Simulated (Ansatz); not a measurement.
Y in Ansatz: the effect of functional

Y:

```xyz
2
Lattice="3.6474 0.0000 0.0000 -1.8237 3.1587 0.0000 0.0000 0.0000 5.7306" Properties=species:S:1:pos:R:3 pbc="T T T"
Y     1.8237    1.0529    4.2980
Y     0.0000    2.1058    1.4326
```

Alike in all runs:

- Program: Ansatz 0.2.0
- Task: band structure
- Potentials or basis: Ansatz PAW
- k mesh: 8 × 8 × 5
- Occupations: fermi-dirac, width 0.05 eV
- Spin: no spin polarisation

```csv
functional,cutoff,pressure (GPa)
LDA,420 eV (not typed: the program's choice for these potentials),?
PBE,420 eV (not typed: the program's choice for these potentials),-0.1
PBEsol,420 eV (not typed: the program's choice for these potentials),-2.0
RPBE,420 eV (not typed: the program's choice for these potentials),1.4
revPBE,420 eV (not typed: the program's choice for these potentials),1.0
BLYP,420 eV (not typed: the program's choice for these potentials),0.9
r2SCAN,500 eV (not typed: the program's choice for these potentials),0.7
```

**Question.** What does the run with functional LDA give?

**Answer.** Pressure -3.8 GPa.

Caveats: the PAW data sets come from PBE, with cores solved anew for the run's functional, which leaves a small shift of forces and pressure (some runs).
